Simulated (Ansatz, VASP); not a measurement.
# Cr: VASP beside Ansatz

```
Cr
1.0
     2.41477    0.00000    0.00000
    -1.20738    2.09125    0.00000
     0.00000    0.00000    4.29397
Cr
2
Direct
  0.33333 0.66667 0.25000
  0.66667 0.33333 0.75000
```

Alike in both runs: functional PBE; k mesh 21 × 21 × 10; occupations gaussian, width 0.1 eV; no spin polarisation.

Ansatz relaxed the structure, and its values are those at the end. VASP's run is a single point on that final structure, the one shown.

```csv
,VASP,Ansatz
version,VASP 6.6.1,Ansatz 0.2.0
potentials or method,"VASP PAW PBE potentials, release 64 (Cr_pv)","scalar-relativistic, plane waves, PAW"
plane-wave cutoff (eV),520,420
valence electrons in the cell,24,28
```

```csv
,VASP,Ansatz,Ansatz less VASP
gap on the k mesh at the Fermi level (eV),none,none,-
pressure (GPa),26.4,26.9,+0.50
```

A gap of «none» marks a metal or a gap that the smearing closes. The two sets of potentials don't hold the same shells in valence.

Caveats: so large a pressure means that the cell lies far from this level's equilibrium, or that cutoff or potentials fall short (VASP); the run has no spin polarisation, though such a crystal can be magnetic. Spin polarisation is off, so any magnetic state and its effect on volume and gap are missing.
